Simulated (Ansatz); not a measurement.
Input and command of a calculation in Ansatz (plane waves; scalar-relativistic PAW potentials unless the input names others):

```yaml
crystal:
  lattice:
    - [2.5539396017, 0.0, 0.0]
    - [-1.2769698009, 2.2117765748, 0.0]
    - [0.0, 0.0, 4.0577808]
  atoms:
    - { symbol: B, position: [0.6666666667, 0.3333333333, 0.999724] }
    - { symbol: B, position: [0.3333333333, 0.6666666667, 0.499724] }
    - { symbol: "N", position: [0.6666666667, 0.3333333333, 0.625276] }
    - { symbol: "N", position: [0.3333333333, 0.6666666667, 0.125276] }
kpoints:
  mp_grid: { grid: [12, 12, 6] }
hamiltonian:
  xc: rpbe
scf:
  occupations: { method: gaussian, width: 0.05 }
  eigensolver: { kind: davidson }
output:
  forces: true
  eigenvalues: true
  stress: true
```

```bash
ansatz run input.yaml --threads 1 --pin off --max-ram 2560MiB --backend cpu --events-out ev --progress --plain --runs-dir out
```

Abridged log:
```
Basis set: ecut = 420 eV, 439 PW (Γ), exchange–correlation on 36×36×60 points (8 copies of the dense FFT grid, shifted against one another)
Bands: 12, of which v1, the nominal top of the filled ones, is band 8 counted from 1 (7 counted from 0)
Symmetry: 12 space group operations
k-points: 76 of 864 (time reversal used)
SCF iter   1: F=—  HF=-1089.305039 eV  |F-HF|=—  |Δ(HF+E_count)|=         —  Δρ=4.96e-3  dr2=1.91e-3  ethr=1.77e-3  ⟨swp⟩=7.5  Hψ=4542  notcnv=0
SCF iter   2: F=—  HF=-1089.305738 eV  |F-HF|=—  |Δ(HF+E_count)|=   6.99e-4  Δρ=2.21e-3  dr2=4.20e-4  ethr=1.19e-5  ⟨swp⟩=3.6  Hψ=2127  notcnv=0  defer=18
SCF iter   3: F=—  HF=-1089.306130 eV  |F-HF|=—  |Δ(HF+E_count)|=   3.92e-4  Δρ=6.71e-4  dr2=5.45e-5  ethr=2.62e-6  ⟨swp⟩=3.0  Hψ=1906  notcnv=0
automatic band count: iteration 3 solves 11 bands in place of 12: the levels show a gap, and the empty bands left out lie too high to hold charge; the band table lists the bands solved (type scf.n_extra_bands for more)
SCF iter   4: F=—  HF=-1089.306116 eV  |F-HF|=—  |Δ(HF+E_count)|=   1.36e-5  Δρ=1.00e-4  dr2=1.64e-6  ethr=1.04e-8  ⟨swp⟩=2.8  Hψ=3491  notcnv=0
SCF iter   5: F=-1089.306118 eV  HF=-1089.306118 eV  |F-HF|=4.27e-8  |Δ(HF+E_count)|=   2.03e-6  Δρ=1.20e-5  dr2=1.76e-8  ethr=1.02e-8  ⟨swp⟩=3.0  Hψ=1934  notcnv=0
SCF iter   6: F=-1089.306118 eV  HF=-1089.306118 eV  |F-HF|=1.33e-9  |Δ(HF+E_count)|=   5.16e-8  Δρ=2.94e-6  dr2=1.04e-9  ethr=1.10e-10  ⟨swp⟩=3.1  Hψ=2058  notcnv=0
SCF 1 converged in 6 iterations: F = -1089.306118 eV  dr2 = 1.04e-9
  Residual-converged pass: ⟨swp⟩=2.6  Hψ=1520  notcnv=0  max |occ|·‖R‖ = 6.7e-6 eV (tolerance 6.7e-6 eV) dr2=1.17e-9  dr2_onsite=6.20e-11  max |Δocc| = 0.0e0
SCF converged after 6 iterations
Free energy (F): -1089.306118 eV
Harris-Foulkes:  -1089.306118 eV  (|F-HF|=1.33e-9)
Internal energy: -1089.306118 eV  (E = F + TS)
E sigma→0 (E₀):  -1089.306118 eV
Fermi energy:    14.616732 eV
--- Forces (eV/Å), atoms counted from 1 ---
  atom   1  B      0.00000000     0.00000000     0.19610683
  atom   2  B      0.00000000     0.00000000     0.19610683
  atom   3  N      0.00000000     0.00000000    -0.19610074
  atom   4  N      0.00000000     0.00000000    -0.19610074
--- Stress (GPa, compression-positive) ---
        8.979601       0.000000       0.000000
        0.000000       8.979601       0.000000
        0.000000       0.000000      52.469992
  P = ⅓ Tr σ = 23.4764 GPa (234.764 kbar)
```

Apart from outputs and empty bands, the input differs from a reference run on usual settings in scf.eigensolver.kind: not typed → "davidson"; hamiltonian.xc: "pbesol" → "rpbe"; basis.ecutwfc: 420 → not typed. The reference, at the same geometry (not necessarily relaxed), gave pressure 11.19 GPa, largest force 0.194 eV/Å, gap on the mesh 5.06 eV. This run converged in 6 SCF iterations (reference: 6) with a total energy on another zero, pressure 23.48 GPa, largest force 0.196 eV/Å, gap on the mesh 5.37 eV.

The run took 5.8 s on 1 thread of Intel(R) Xeon(R) Processor @ 2.50GHz (Skylake/Cascade Lake) (shared host), peak memory 0.31 GiB.